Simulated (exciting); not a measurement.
# Cd: equation of state with PBE

The system is Cd.

```
Cd
1.0
     2.97887    0.00000    0.00000
    -1.48944    2.57978    0.00000
     0.00000    0.00000    5.61765
Cd
2
Direct
  0.66667 0.33333 0.75000
  0.33333 0.66667 0.25000
```

```json
{
  "Program": "exciting (release sodium)",
  "Task": "equation of state",
  "Functional": "PBE",
  "Potentials or basis": "all-electron LAPW+lo, shipped species files, valence relativity iora*",
  "rgkmax": "9",
  "k mesh": "10 × 10 × 5",
  "Occupations": "fermi-dirac, width 0.05 eV",
  "Spin": "no spin polarisation"
}
```

```json
{
 "Equilibrium volume": "22.76 Å³/atom",
 "Bulk modulus at fixed shape and positions": "47 GPa",
 "Pressure derivative of the bulk modulus": "5.8 (rough: it moves with the points fitted)"
}
```

Energy against volume, from the lowest point:
```tsv
volume (Å³/atom)	energy (meV/atom)
20.290	50.30
20.722	32.44
21.154	19.13
21.585	9.94
22.017	3.55
22.449	0.29
22.880	0.00
```

Caveat: the cell was scaled at fixed shape and fractional positions, which overstates the stiffness of a crystal with free parameters, most of all of layers and chains.
